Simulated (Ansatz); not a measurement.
# C5H8: small, medium and large basis sets

One table from this session's results is given with a row withheld; the runs are named, their logs left out.

The runs use Ansatz 0.2.0, Gaussian basis; one geometry, several basis sets.

The runs, in order: PBE0-D4/def2-SVP; ωB97M-V/def2-SVP; PBE0-D4/def2-QZVPP; ωB97M-V/def2-QZVPP; CCSD(T)/cc-pV(D+d)Z; CCSD(T)/cc-pV(T+d)Z; MP2/cc-pV(Q+d)Z; the functionals' def2-TZVPP values are taken from earlier runs.

### Structure used throughout

The geometry comes from an earlier relaxation with PBE0-D4 in a triple-zeta def2 set; it is a stationary point, not always the lowest conformer.

13 atoms, charge 0, spin multiplicity 1.

Atoms are counted from 1 here; the program's logs count them from 0.

Bond lengths: C1–C2 1.473 Å, C1–C3 1.473 Å, C1–C4 1.473 Å, C1–C5 1.473 Å, C2–C3 1.518 Å, C2–H6 1.084 Å, C2–H7 1.084 Å, C3–H8 1.084 Å, C3–H9 1.084 Å, C4–C5 1.518 Å, C4–H10 1.084 Å, C4–H11 1.084 Å, C5–H12 1.084 Å, C5–H13 1.084 Å. Angles: C2–C1–C3 62.1°, C2–C1–C4 137.3°, C2–C1–C5 137.3°, C3–C1–C4 137.3°, C3–C1–C5 137.3°, C4–C1–C5 62.1°, C1–C2–C3 59.0°, C1–C2–H6 118.5°, C1–C2–H7 118.5°, C3–C2–H6 117.5°, C3–C2–H7 117.5°, H6–C2–H7 114.7°, C1–C3–C2 59.0°, C1–C3–H8 118.5°, C1–C3–H9 118.5°, C2–C3–H8 117.5°, C2–C3–H9 117.5°, H8–C3–H9 114.7° and more.

As a file:

```mol
C5H8
  3D, bonds by distance, orders not assigned

 13 14  0  0  0  0  0  0  0  0999 V2000
   -0.0000   -0.0000    0.0000 C   0  0
   -0.0000    0.7591    1.2620 C   0  0
    0.0000   -0.7591    1.2620 C   0  0
    0.7591   -0.0000   -1.2620 C   0  0
   -0.7591   -0.0000   -1.2620 C   0  0
   -0.9129    1.2605    1.5632 H   0  0
    0.9129    1.2605    1.5632 H   0  0
   -0.9129   -1.2605    1.5632 H   0  0
    0.9129   -1.2605    1.5632 H   0  0
    1.2605   -0.9129   -1.5632 H   0  0
    1.2605    0.9129   -1.5632 H   0  0
   -1.2605   -0.9129   -1.5632 H   0  0
   -1.2605    0.9129   -1.5632 H   0  0
  1  2  8  0
  1  3  8  0
  1  4  8  0
  1  5  8  0
  2  3  8  0
  2  6  8  0
  2  7  8  0
  3  8  8  0
  3  9  8  0
  4  5  8  0
  4 10  8  0
  4 11  8  0
  5 12  8  0
  5 13  8  0
M  END
```

The first run:

Input file in.yaml:

```yaml
crystal:
  periodic: [false, false, false]
  atoms:
    - {symbol: C, position_ang: [-0.000000, -0.000000, 0.000000]}
    - {symbol: C, position_ang: [-0.000000, 0.759066, 1.262013]}
    - {symbol: C, position_ang: [0.000000, -0.759066, 1.262013]}
    - {symbol: C, position_ang: [0.759066, -0.000000, -1.262013]}
    - {symbol: C, position_ang: [-0.759066, -0.000000, -1.262013]}
    - {symbol: H, position_ang: [-0.912914, 1.260493, 1.563227]}
    - {symbol: H, position_ang: [0.912914, 1.260493, 1.563227]}
    - {symbol: H, position_ang: [-0.912914, -1.260493, 1.563227]}
    - {symbol: H, position_ang: [0.912914, -1.260493, 1.563227]}
    - {symbol: H, position_ang: [1.260493, -0.912914, -1.563227]}
    - {symbol: H, position_ang: [1.260493, 0.912914, -1.563227]}
    - {symbol: H, position_ang: [-1.260493, -0.912914, -1.563227]}
    - {symbol: H, position_ang: [-1.260493, 0.912914, -1.563227]}
basis:
  gaussian: {orbitals: def2-SVP}
hamiltonian: {xc: pbe0, dispersion: d4}
output: {orbitals: {seedname: orbitals}}
```

Run with:

```
$ ansatz run in.yaml --threads 2 --pin off --events-out ev --progress --plain --max-ram 32768MiB --backend cpu
```

Steps of the session up to this table: PBE0-D4 in def2-SVP; ωB97M-V in def2-SVP; PBE0-D4 in def2-QZVPP; ωB97M-V in def2-QZVPP.

One table of the session follows, with a row left open; its other results are not shown here.

It belongs to the step «Density functionals: the series». 

```
functional       basis  HOMO (eV)  LUMO (eV)
   PBE0-D4    def2-SVP      -7.78       2.45
   PBE0-D4  def2-TZVPP      -7.77       1.89
   PBE0-D4  def2-QZVPP          ?          ?
   ωB97M-V    def2-SVP     -10.05       4.12
   ωB97M-V  def2-TZVPP     -10.04       3.30
   ωB97M-V  def2-QZVPP     -10.04       2.05
```

Estimate the missing values for PBE0-D4, def2-QZVPP.

As computed: HOMO (eV): -7.77; LUMO (eV): 1.06.
